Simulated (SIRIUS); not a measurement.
# Al in SIRIUS: the effect of strain

The system is Al.

```
Al
1.0
     0.00000   -2.02398   -1.94302
     0.00000    2.02398   -1.94302
     4.04796    0.00000    0.00000
Al
2
Direct
  0.64102 0.35251 0.48097
  0.85898 0.14749 0.01903
```

The cell isn't the ideal one: strain = -0.04 (zz); all atoms moved at random, sigma 0.4 Å a component.

Alike in all runs:

| Item | Value |
| --- | --- |
| Program | SIRIUS 7.10.0 |
| Task | single point |
| Functional | PBE |
| Potentials or basis | PseudoDojo 0.4.1 PBE standard (scalar relativistic) |
| Cutoff | 557 eV |
| Density cutoff | 2229 eV |
| k mesh | 6 × 6 × 5 |
| Occupations | fermi-dirac, width 0.05 eV |
| Spin | no spin polarisation |
| Strain kind | zz |
| Libxc names | ["XC_GGA_X_PBE", "XC_GGA_C_PBE"] |
| Energy tol | 1e-08 Ha |
| Density tol | 1e-06 |
| Mixer | anderson |
| Mixing beta | 0.7 |
| Max scf | 100 |

```tsv
strain	pressure (GPa)
-4 % (zz)	?
-2 % (zz)	28.2
-1 % (zz)	27.5
+0 % (zz)	26.8
+1 % (zz)	26.1
+2 % (zz)	25.5
+4 % (zz)	24.3
```

Problem. What does the run with strain -4 % (zz) give?

Solution. Pressure 29.7 GPa.

Caveats: some runs use coarse meshes.
